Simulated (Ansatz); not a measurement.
# ZnS: the cost of one run

Program: Ansatz 0.2.0. Level of theory: DFT PBE, scalar-relativistic, plane waves, PAW. These are calculated values, not measurements.

3 further runs of the same task are left out: 1 that didn't finish, 2 set aside as unsound or not needed.

### Step 1. The starting structure

Symmetry: F-43m, No. 216, cubic system. The conventional cell has a = 5.442 Å, b = 5.442 Å, c = 5.442 Å, α = 90.00°, β = 90.00°, γ = 90.00°. Around Zn (site symmetry -43m) lie 4 S at 2.36 Å. Around S (site symmetry -43m) lie 4 Zn at 2.36 Å.

Structure file:

```
CELL_PARAMETERS angstrom
0.00000 2.72115 2.72115
2.72115 0.00000 2.72115
2.72115 2.72115 0.00000
ATOMIC_POSITIONS crystal
Zn 0.00000 0.00000 0.00000
S 0.25000 0.25000 0.25000
```

It goes back to an entry of the Materials Project.

It is the result of an earlier relaxation at this level (volume 20.15 Å³/atom; gap on the mesh: 2.02 eV).

The host's static dielectric tensor, from an earlier linear-response run, has a mean of 9.37.

### Step 2. Host supercell without the defect

File input.yaml:

```yaml
crystal:
  lattice:
    - [-5.4423087469, -5.4423087469, 5.4423087469]
    - [5.4423087469, 5.4423087469, 5.4423087469]
    - [-5.4423087469, 5.4423087469, -5.4423087469]
  atoms:
    - { symbol: Zn, position: [0.25, 0.5, 0.25] }
    - { symbol: Zn, position: [0.5, 0.5, 0.0] }
    - { symbol: Zn, position: [0.25, 0.75, 0.0] }
    - { symbol: Zn, position: [0.75, 0.5, 0.75] }
    - { symbol: Zn, position: [0.5, 0.75, 0.75] }
    - { symbol: Zn, position: [0.25, 0.0, 0.75] }
    - { symbol: Zn, position: [0.0, 0.5, 0.5] }
    - { symbol: Zn, position: [0.75, 0.75, 0.5] }
    - { symbol: Zn, position: [0.5, 0.0, 0.5] }
    - { symbol: Zn, position: [0.25, 0.25, 0.5] }
    - { symbol: Zn, position: [0.0, 0.75, 0.25] }
    - { symbol: Zn, position: [0.75, 0.0, 0.25] }
    - { symbol: Zn, position: [0.5, 0.25, 0.25] }
    - { symbol: Zn, position: [0.0, 0.0, 0.0] }
    - { symbol: Zn, position: [0.75, 0.25, 0.0] }
    - { symbol: Zn, position: [0.0, 0.25, 0.75] }
    - { symbol: S, position: [0.0, 0.25, 0.0] }
    - { symbol: S, position: [0.25, 0.25, 0.75] }
    - { symbol: S, position: [0.0, 0.5, 0.75] }
    - { symbol: S, position: [0.5, 0.25, 0.5] }
    - { symbol: S, position: [0.25, 0.5, 0.5] }
    - { symbol: S, position: [0.0, 0.75, 0.5] }
    - { symbol: S, position: [0.75, 0.25, 0.25] }
    - { symbol: S, position: [0.5, 0.5, 0.25] }
    - { symbol: S, position: [0.25, 0.75, 0.25] }
    - { symbol: S, position: [0.0, 0.0, 0.25] }
    - { symbol: S, position: [0.75, 0.5, 0.0] }
    - { symbol: S, position: [0.5, 0.75, 0.0] }
    - { symbol: S, position: [0.25, 0.0, 0.0] }
    - { symbol: S, position: [0.75, 0.75, 0.75] }
    - { symbol: S, position: [0.5, 0.0, 0.75] }
    - { symbol: S, position: [0.75, 0.0, 0.5] }
basis:
  ecutwfc: 420
  xc_grid: 2
kpoints:
  mp_grid: { grid: [3, 3, 3], shift: [0.0, 0.0, 0.0] }
hamiltonian:
  xc: pbe
scf:
  occupations: { method: gaussian, width: 0.01 }
output:
  forces: true
  stress: true
  eigenvalues: true
```

Run with:

```
> ansatz run input.yaml --threads 4 --pin off --max-ram 8192MiB --backend cpu --events-out ev --progress --plain --runs-dir out
```

**Question.** How long does this run take on 4 threads of Arm Neoverse N1, shared host, and how much memory does it need?

About 27 s, with a peak of 2 GiB.
